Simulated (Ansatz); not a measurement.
CuO under changes of volume

One of the cells (9.643 Å³/atom); the others are scaled copies at fixed shape and fractional positions:

```
CELL_PARAMETERS angstrom
2.83633 0.00000 0.00000
-1.41816 2.45633 0.00000
0.00000 0.00000 2.76811
ATOMIC_POSITIONS crystal
Cu 0.00000 0.00000 0.00000
O 0.66667 0.33333 0.50000
```

Measurements of this composition are mostly on another form, of space group No. 15.

* Program: Ansatz 0.2.0
* Functional: PBE
* Potentials or basis: SPMS NC
* Cutoff: 1034 eV (not typed: the program's choice for these potentials)
* k mesh: 11 × 11 × 10
* Occupations: fermi-dirac, width 0.05 eV
* Spin: no spin polarisation

```csv
volume (Å³/atom),energy over the lowest point (meV/atom),pressure (GPa)
9.064,18.60,11.6
9.257,7.45,7.1
9.450,1.44,3.1
9.643,0.00,-0.5
9.836,2.65,-3.7
10.028,?,?
10.221,18.43,-9.1
```

What does the run at 10.028 Å³/atom give?

Energy over the lowest point 8.93 meV/atom; pressure -6.5 GPa.

Worked out: A Birch-Murnaghan fit of order 3 (a polynomial in V^(-2/3)) to the other rows has its minimum at 9.61 Å³/atom with B0 = V·E''(V) = 172 GPa and B' = 4.7 at fixed shape and positions, which overstates the stiffness. It gives 8.90 meV/atom at 10.028 Å³/atom, against the run's 8.93, and -dE/dV = -6.6 GPa, against -6.5.

Energies are extrapolated to zero smearing.

Caveats: an odd number of electrons without spin polarisation forces a metal; a magnetic or distorted state may lie lower; the run has no spin polarisation, though such a crystal can be magnetic.
